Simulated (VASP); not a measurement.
NaCl: phonons with PBEsol

NaCl:

```xyz
2
Lattice="0.0000 2.8039 2.8039 2.8039 0.0000 2.8039 2.8039 2.8039 0.0000" Properties=species:S:1:pos:R:3 pbc="T T T"
Na    0.0000    0.0000    0.0000
Cl    2.8039    2.8039    2.8039
```

| Item | Value |
| --- | --- |
| Program | VASP 6.6.1 |
| Task | phonons |
| Functional | PBEsol |
| Potentials or basis | VASP PAW PBE potentials, release 64 (Na_pv, Cl) |
| Cutoff | 600 eV |
| k mesh | 8 × 8 × 8 |
| Occupations | gaussian, width 0.03 eV |
| Spin | no spin polarisation |
| Target pressure | -1.5 GPa |
| By perturbation theory | no |
| Further INCAR settings | ALGO = Fast; EDIFF = 1e-08; IBRION = 6; POTIM = 0.015; NSW = 1 |

```
Relaxed volume                                          : 23.55 Å³/atom
Relaxed cell                                            : a = 4.054 Å, b = 4.054 Å, c = 4.054 Å, α = 60.00°, β = 60.00°, γ = 60.00°
Space group after relaxing (to 0.05 Å)                  : Fm-3m (No. 225)
Highest phonon frequency at Γ, LO-TO splitting left out : 138 cm⁻¹
```

The path:
| step | energy change (eV) | largest force (eV/Å) | pressure (GPa) | volume (Å³) |
| --- | --- | --- | --- | --- |
| 1 | 0.0000 | 0.0000 | -0.04 | 44.09 |
| 2 | 0.0032 | 0.0000 | -0.73 | 45.38 |
| 3 | 0.0180 | 0.0000 | -1.65 | 47.38 |
| 4 | 0.0147 | 0.0000 | -1.47 | 47.04 |
| 5 | 0.0152 | 0.0000 | -1.49 | 47.10 |

Final structure:
```cif
data_structure
_symmetry_space_group_name_H-M 'P 1'
_symmetry_Int_Tables_number 1
_cell_length_a 4.0535
_cell_length_b 4.0535
_cell_length_c 4.0535
_cell_angle_alpha 60.000
_cell_angle_beta 60.000
_cell_angle_gamma 60.000
_cell_volume 47.10
loop_
_atom_site_label
_atom_site_type_symbol
_atom_site_fract_x
_atom_site_fract_y
_atom_site_fract_z
_atom_site_occupancy
Na1 Na 0.00000 0.00000 0.00000 1
Cl1 Cl 0.50000 0.50000 0.50000 1
```

Phonon frequencies in cm⁻¹ (negative: imaginary):
```csv
q point,frequencies
"(0.000, 0.000, 0.000)",-1 -1 -1 138 138 138
```

It took 2.1 min on 1 thread of Intel(R) Xeon(R) Platinum 8375C CPU @ 2.90GHz (Ice Lake) (shared host), peak memory 0.21 GiB.

Caveat: the PAW data sets were made with another functional, which shifts forces and pressure a little.
